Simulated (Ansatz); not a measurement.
# Eu (Im-3m) in Ansatz: a run that goes wrong, beside a sound one

A flawed run on Eu and a sound one for comparison.

All numbers are computed with Ansatz 0.2.0; they aren't measurements. Logs are shortened: lines on timing, memory, paths and dates and some standing lists are left out, and cuts for length are marked.

## Step 1: Starting point

Symmetry: Im-3m, No. 229, cubic system. The conventional cell has a = 4.606 Å, b = 4.606 Å, c = 4.606 Å, α = 90.00°, β = 90.00°, γ = 90.00°. Eu (site symmetry m-3m) is surrounded by 8 Eu at 3.99 Å.

## Step 2: A run with an altered input

File input.yaml:

```yaml
crystal:
  lattice:
    - [-2.303, 2.303, 2.303]
    - [2.303, -2.303, 2.303]
    - [2.303, 2.303, -2.303]
  atoms:
    - { symbol: Eu, position: [0.0, 0.0, 0.0] }
hamiltonian:
  xc: pbesol
  pseudopotentials: { kind: paw }
kpoints:
  mp_grids: { grid: [8, 8, 8] }
scf:
  occupations: { method: fermi_dirac, width: 0.05 }
  max_iter: 80
output:
  forces: true
  stress: true
  eigenvalues: true
```

Potentials or basis: Ansatz PAW.

Run with:

```bash
ansatz run input.yaml --threads 2 --pin off --max-ram 5632MiB --backend cpu --events-out ev --progress --plain --runs-dir out
```

The program printed:

```text
Error: YAML parse error: error: line 12 column 3: unknown field `mp_grids`, expected one of mp_grid, list, band_path, initial_grid, further_shifts
  --> <input>:12:3
   |
10 |   pseudopotentials: { kind: paw }
11 | kpoints:
12 |   mp_grids: { grid: [8, 8, 8] }
   |   ^ unknown field `mp_grids`, expected one of mp_grid, list, band_path, initial_grid, further_shifts
13 | scf:
14 |   occupations: { method: fermi_dirac, width: 0.05 }
   |
```

It took 0.02 s on 2 threads of Arm Neoverse V1, shared host; peak memory 0.021 GiB.

The input was rejected before any iteration. The input was made wrong on purpose: a misspelt key (kpoints.mp_grid = mp_grids).

## Step 3: Single point, PBEsol

input.yaml: that of step 2 with these lines changed.

```diff
@@ -11,6 +11,5 @@
 kpoints:
-  mp_grids: { grid: [8, 8, 8] }
+  mp_grid: { grid: [8, 8, 8] }
 scf:
   occupations: { method: fermi_dirac, width: 0.05 }
-  max_iter: 80
 output:
```

Potentials or basis: Ansatz PAW.

Run with:

```bash
ansatz run input.yaml --threads 2 --pin off --max-ram 5632MiB --backend cpu --events-out ev --progress --plain --runs-dir out
```

Run time: 0.87 s. Hardware: 2 threads of Arm Neoverse V1, shared host; peak memory 0.3 GiB.

Results (log left out):

* Free energy: -8656.9977 eV
* Pressure: -5.9 GPa
* Band gap on the k mesh: none (metal or under the smearing width)

Levels at points of the mesh, in eV from the Fermi level:
```csv
k point,band 4,band 5,band 6,band 7,band 8,band 9,band 10,band 11,band 12,band 13
"(0.00, 0.00, 0.00)",-19.94,-3.75,-0.07,-0.07,-0.07,0.06,0.06,0.06,0.12,2.00
"(0.00, 0.00, -0.50)",-19.94,-1.20,-0.07,-0.06,-0.02,0.03,0.04,0.06,0.08,0.82
"(-0.50, -0.50, -0.50)",-20.14,-0.46,-0.46,-0.05,-0.04,-0.04,-0.04,0.08,0.08,0.08
```

Caveat: the PAW data sets come from PBE, with cores solved anew for the run's functional, which leaves a small shift of forces and pressure.
